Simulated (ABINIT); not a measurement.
Here is an ABINIT 10.8.3 (patched build) calculation.

File run.abi:

```
ndtset 4

pp_dirpath "./"
pseudos "Mo.upf, S.upf"

acell 6.4149071181 6.4149071181 6.414907118 Angstrom
rprim
     0.2463013058     0.1422021252     0.9587044499
    -0.2463013058     0.1422021252     0.9587044499
     0.0000000000    -0.2844042504     0.9587044499
ntypat 2
znucl 42 16
natom 3
typat 1 2 2
xred
            0.0            0.0            0.0
   0.4170000000   0.4170000000   0.4170000000
            1/4            1/4            1/4

ecut 35.0

kptopt 1
ngkpt 5 5 5
nshiftk 1
shiftk 0.0 0.0 0.0
istwfk *1

ixc 7

occopt 1

nstep 80
diemac 6.0

iomode 3
prteig 0
prtebands 0

nband1 13
tolvrs1 1.0e-12
prtden1 1
prtwf1 0

iscf2 -2
getden2 1
nband2 216
nbdbuf2 18
tolwfr2 1.0e-12
nstep2 120
prtden2 0

optdriver3 3
getwfk3 2
nband3 198
ecuteps3 9.6
ecutwfn3 21.0
inclvkb3 2
ppmodel3 1

optdriver4 4
getwfk4 2
nband4 198
ecuteps4 9.6
ecutsigx4 35.0
ecutwfn4 35.0
symsigma4 1
getscr4 3
ppmodel4 1
gw_qprange4 0
```

Potentials or basis: PseudoDojo NC SR LDA v0.4.1 standard.

Launch:

```console
$ mpirun --bind-to none -np 4 abinit run.abi > log 2>&1
```

Problem. Predict the quasiparticle gap.

Solution. 1.49 eV.

Problem. What does it give for the least direct quasiparticle gap?

Solution. 2.60 eV.

Problem. Estimate the band gap on the k mesh, mean-field level.

Solution. 0.93 eV, indirect (least direct gap 2.13 eV).

Quasiparticle levels (energies in eV):
```tsv
k	band	e ks	vxc	sigma x	sigma c	z	e qp
[0.4, 0.4, 0.4]	13	8.401	-16.273	-17.287	0.589	0.769	8.074
[0.4, 0.4, 0.4]	14	10.529	-15.52	-11.047	-4.291	0.773	10.67
[0.4, 0.4, 0.4]	15	10.529	-15.52	-11.047	-4.291	0.773	10.67
[-0.2, 0.2, 0.0]	13	6.901	-16.117	-17.798	1.277	0.768	6.591
[-0.2, 0.2, 0.0]	14	9.327	-15.307	-11.148	-3.857	0.779	9.563
```

Caveat: the k mesh is coarse (spacing up to 0.46 Å⁻¹), so the values aren't converged; bands and screening cutoff are small, so the values aren't converged; the k mesh is coarse for a many-body step; the sums over empty bands aren't extrapolated, so the gap can lie some tenths of an eV under the converged one, most of all in nitrides and oxides; an odd mesh through Γ misses points on the zone boundary, where band edges often lie.
